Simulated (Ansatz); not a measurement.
The system is BAs.

```
CELL_PARAMETERS angstrom
0.00000 2.38850 2.38850
2.38850 0.00000 2.38850
2.38850 2.38850 0.00000
ATOMIC_POSITIONS crystal
As 0.75000 0.75000 0.75000
B 0.00000 0.00000 0.00000
```

A run of Ansatz 0.2.0 on this cell left the log below. Logs are shortened: lines on timing, memory, paths and dates and some standing lists are left out, and cuts for length are marked.

```text
Warning: RAYON_NUM_THREADS=1 ignored (pool sized by the plan → 1); use --threads N
hamiltonian.pseudopotentials.datasets: crystal makes datasets for this crystal and solves the spheres of its atoms anew in each pass: cutoff 290.0 eV, the density's 1160.0 eV; for an error of 0.50 meV an atom under PBE, 1.0 meV for the cell; an energy difference from a run of another recipe may be off by several times the error for the cell, under r2SCAN by more, where some 0.1 meV an atom stays at smaller errors; in a run that uses the all-electron wave functions in the spheres, carries its plane waves along with the cell (elastic.basis: deformed) or is on a recipe of such a run or, without exact exchange, of a hybrid, they include no finite-basis correction of the energy (for plane waves above the cutoff): energies differ from those of runs with it by up to 1.1 meV an atom at a dataset_error of 0.2 meV (4 under r2SCAN), and by more at a larger error or with an open f shell (one dataset_recipe, of a run without it, keeps both alike, but for a hybrid, which always has it); B in spheres of 1.016 Å, 3 of its electrons in bands; As in spheres of 1.048 Å, 5 of its electrons in bands, 10 on its site; only band paths and densities of states list, in semicore columns, the levels of the semicore shells that are solved separately: 3d of As
Engine: ansatz 0.2.0, x86_64-unknown-linux-gnu
Pseudopotentials: kind: all_electron
Pseudopotential: As, paw, valence charge 15, recommended cutoff 290 eV (normal), crystal/all_electron/pbe/scalar/gaussian/As, Koelling and Harmon's equation, gaussian nucleus
Pseudopotential: B, paw, valence charge 3, recommended cutoff 290 eV (normal), crystal/all_electron/pbe/scalar/gaussian/B, Koelling and Harmon's equation, gaussian nucleus
Functional definition: BLYP
  parameter beta = 0.0042
  parameter a = 0.04918
  parameter b = 0.132
  parameter c = 0.2533
  parameter d = 0.349
  exchange = b88_x(beta = beta)
  correlation = lyp_c(a = a, b = b, c = c, d = d)
davidson cushion auto → on  (no smearing: the cushion is to keep the highest requested band from converging to the state above it; pin scf.eigensolver.cushion to override)
Crystal: 2 atoms, lattice volume = 27.252 Å³
Basis set: ecut = 290 eV, 307 PW (Γ), exchange–correlation on 40×40×40 points (8 copies of the dense FFT grid, shifted against one another)
Bands: 8, of which v1, the nominal top of the filled ones, is band 4 counted from 1 (3 counted from 0)
Symmetry: 24 space group operations
k-points: 171 of 1000 (irreducible under 4 space group operations, time reversal used)
Non-local potential: As, projectors of the file, l = 0: 1, l = 1: 1
Non-local potential: B, projectors of the file, l = 0: 1, l = 1: 1
PAW form: soft (Blöchl's): semilocal exchange-correlation on the pseudo side does not see the compensation charge
PAW one-centre angular grid: As, 110 points (default); XC on its mesh's 1819 points in the sphere
PAW one-centre angular grid: B, 110 points (default); XC on its mesh's 1983 points in the sphere
Initial density: superposition of atomic densities (neutral atoms: chi_scale 0, normalization atom)
Initial wavefunctions: pseudopotential atomic-orbital guess
[... 25 lines left out ...]
By the cutoff:   a pressure is off by up to 0.052 GPa (6 times that energy over an atom's volume, and 0.004 GPa: a bound that held against runs at twice the plane waves)
Past the cutoffs: a stress includes 0.0098 GPa for waves and charges beyond them
In the spheres:  the bands' charges fall short by 1.9e-6 e at most (sound up to 1e-3), those of shells solved beside the bands by 2.3e-7 e (sound up to 5e-4)
Fermi energy:    12.093993 eV
--- Per-component energies (eV) ---
  E_band       = 44.737786
  E_kinetic    = 107.529167
  E_local      = -2011.122388  (includes V_loc(G=0)·N_el)
  E_nonlocal   = 19.146210
  E_hartree    = 900.978153
  E_xc         = -107.732120
  E_vxc        = -118.824730  (∫ρ·V_xc dr)
  E_paw        = -64549.771853  (= ΣΔE_a)
  E_vpaw       = -4909.637313  (= ΣTr[D̂ρ^β])
  E_ewald      = -1725.774997
  E_smearing   = -0.000000  (= −TS)
  E_closure    = 5155.690484  (closes the sum)
  Σ components = -62211.057344   (vs F -62211.057344, Δ=0.00e0)
  The terms above E_closure are by the made datasets' own strengths, without shells solved beside the bands.
--- Band table (eV; the first three rows and the last of 171) ---
  k-point 0: bands = ["-3.2198", "12.0940", "12.0940", "12.0940", "15.4637", "15.4637", "15.4637", "16.7138"]
  k-point 1: bands = ["-3.0577", "10.7290", "11.8023", "11.8023", "15.5889", "15.8505", "15.8505", "17.6097"]
  k-point 2: bands = ["-2.5801", "8.4007", "11.2395", "11.2395", "15.3706", "16.5639", "16.5639", "19.2774"]
  k-point 170: bands = ["0.7904", "4.2129", "6.5500", "7.7225", "16.9944", "17.9398", "19.0827", "20.3060"]
--- Dielectric response (ions clamped): 1 representative field direction + reference, on 171 of 1000 k-points (Σ response iterations 9) ---
  k mesh reduced under 4 symmetry operations, with k and −k counted as one. Each operation leaves every solved perturbation unchanged. A smaller set is not considered because the run solves the response to a homogeneous field
  ε∞ (high-frequency dielectric tensor):
        9.436791     0.000000    -0.000000
       -0.000000     9.436791     0.000000
        0.000000     0.000000     9.436791
  Born effective charges Z* (e; rows j = field, columns β = displacement):
    site 0:
         0.44727    0.00000   -0.00000
        -0.00000    0.44727   -0.00000
         0.00000   -0.00000    0.44727
    site 1:
        -0.44727   -0.00000    0.00000
         0.00000   -0.44727    0.00000
        -0.00000    0.00000   -0.44727
  Z* charge neutrality: 1.662e-5 e pre-enforcement
  k-mesh period / interband length: 33.8 Å / 2.57 Å = 13.15 at k = (0.0000, 0.0000, 0.0000), direct gap 3.370 eV — UNDER 14: by this measure the k-mesh is too coarse for the response
```

Q: Write the input and the command behind it.

A: Dielectric tensor with BLYP, no spin polarisation. The files as run (others can give the same):

input.yaml
```yaml
crystal:
  lattice:
    - [0.0, 2.3885, 2.3885]
    - [2.3885, 0.0, 2.3885]
    - [2.3885, 2.3885, 0.0]
  atoms:
    - { symbol: As, position: [0.75, 0.75, 0.75] }
    - { symbol: B, position: [0.0, 0.0, 0.0] }
kpoints:
  mp_grid: { grid: [10, 10, 10] }
scf:
  occupations: { method: fixed }
hamiltonian:
  xc: blyp
  pseudopotentials: { kind: all_electron, datasets: crystal }
output: {}
dielectric: {}
```

Potentials or basis: all-electron PAW datasets made for the crystal.
The run is started by
```bash
$ ansatz run input.yaml --threads 1 --pin off --max-ram 2560MiB --backend cpu --events-out ev --progress --plain --runs-dir out
```
